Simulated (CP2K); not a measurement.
Ge:

```
Ge
1.0
     2.71047    0.00000    0.00000
     0.00000    2.71047    0.00000
     0.00000    0.00000    2.71047
Ge
1
Direct
  0.00000 0.00000 0.00000
```

The cell was built by a generator and needn't be a form met in nature.

Base run:

- Program: CP2K 2026.2
- Functional: optB88-vdW
- Potentials or basis: POTENTIAL_UZH Ge GTH-PBE-q4; TZVP-MOLOPT-PBE-GTH basis
- Density cutoff: 9184 eV
- k mesh: 10 × 10 × 10
- Occupations: fermi-dirac, width 0.05 eV
- Spin: no spin polarisation

Its results: band gap on the k mesh none (metal or under the smearing width); pressure 3.1 GPa.

Problem. After a change of settings the same cell gave: band gap on the k mesh none (metal or under the smearing width); pressure -0.3 GPa. Which change was it?
A. functional from optB88-vdW to rev-vdW-DF2
B. functional from optB88-vdW to LDA
C. functional from optB88-vdW to M06-L

Solution. B.

Caveats: the potentials were made for another functional, which shifts forces and pressure; the basis of atomic orbitals isn't converged, which shifts pressures, moduli and gaps.
